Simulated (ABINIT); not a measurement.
Runs of ABINIT 10.8.3 (patched build) on AlN. It takes space group P6_3mc (No. 186, hexagonal). Conventional cell: a = 3.113 Å, b = 3.113 Å, c = 4.981 Å, α = 90.00°, β = 90.00°, γ = 120.00°. Al (site symmetry 3m) has 4 N at 1.89 Å as nearest neighbours. Around N (site symmetry 3m) lie 4 Al at 1.89 Å. 

| task | level | potentials or basis | cell | k mesh | cutoff (eV) | smearing | cell freedom (optcell) | optimiser (ionmov) | cutoff smearing ecutsm (Ha) | force stop (Ha/bohr) | cutoff of the screening (Ha) | mesh quality | gap on the mesh (eV) | pressure (GPa) | largest force (eV/Å) |
| --- | --- | --- | --- | --- | --- | --- | --- | --- | --- | --- | --- | --- | --- | --- | --- |
| relaxation of cell and atoms | PBEsol | PseudoDojo NC SR PBEsol v0.4.1 standard | relaxed | 8 × 8 × 4 | 1143 | fermi-dirac 0.05 eV | 2 | 2 | 0.5 | 2e-05 | - | not flagged | 4.10 | 0.0 | - |
| single point | PBE | PseudoDojo NC SR PBE v0.5 stringent | as given | 8 × 8 × 4 | 980 | fermi-dirac 0.05 eV | - | - | - | - | - | not flagged | 4.22 | 2.9 | (a) |
| single point | LDA | PseudoDojo NC SR LDA v0.4.1 standard | as given | 8 × 8 × 4 | 980 | fermi-dirac 0.05 eV | - | - | - | - | - | not flagged | 4.26 | (b) | 0.11 |
| single point | PBEsol | PseudoDojo NC SR PBEsol v0.4.1 standard | cell relaxed | 8 × 8 × 4 | 1143 | fermi-dirac 0.05 eV | - | - | - | - | - | not flagged | 4.10 | 0.0 | - |

Alike in all rows: no spin polarisation.

Problem. Fill in the values left out.

Solution. (a) 0.13; (b) -6.3.

Caveats: the cutoff is short for stress, so the pressure is rough (some runs).

A k mesh can miss the band edges.
